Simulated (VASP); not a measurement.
Here is a VASP 6.6.1 calculation.

POSCAR

```
NaH
1.0
    0.0000000000      2.3939900000      2.3939900000
    2.3939900000      0.0000000000      2.3939900000
    2.3939900000      2.3939900000      0.0000000000
Na H
1 1
Direct
    0.0000000000      0.0000000000      1.0000000000
    0.5000000000      0.5000000000      0.5000000000
```

Contents of INCAR.step1:

```
SYSTEM = NaH
PREC = Accurate
ENCUT = 520
EDIFF = 1E-5
ISMEAR = 0
SIGMA = 0.02
LREAL = .False.
LASPH = .True.
NELM = 100
ALGO = Normal
ISIF = 2
LWAVE = .True.
NBANDS = 11
GGA = PE
```

File INCAR.step2:

```
SYSTEM = NaH
PREC = Accurate
ENCUT = 520
EDIFF = 1E-6
ISMEAR = 0
SIGMA = 0.02
LREAL = .False.
LASPH = .True.
NELM = 100
ALGO = Normal
ISIF = 2
LWAVE = .False.
LCHARG = .True.
GGA = PE
LHFCALC = .True.
AEXX = 0.25
PRECFOCK = Fast
LELF = .True.
LVHAR = .True.
NBANDS = 11
ISTART = 1
```

KPOINTS

```
Automatic mesh
0
Gamma
  6 6 6
  0 0 0
```

Potentials or basis: VASP PAW PBE potentials, release 64 (Na_pv, H).

Launch:

```console
$ cat potpaw_PBE.64/Na_pv/POTCAR potpaw_PBE.64/H/POTCAR > POTCAR
$ cp INCAR.step1 INCAR
$ mpirun -np 1 vasp_std > vasp.out
$ cp INCAR.step2 INCAR
$ mpirun -np 1 vasp_std > vasp.out
```

Q: Estimate the pressure.

A: 0.3 GPa.

Q: Estimate the band gap on the k mesh.

A: 5.64 eV, indirect (least direct gap 6.57 eV).

Caveat: the PAW data sets were made with another functional, which shifts forces and pressure a little. A k mesh can miss the band edges.
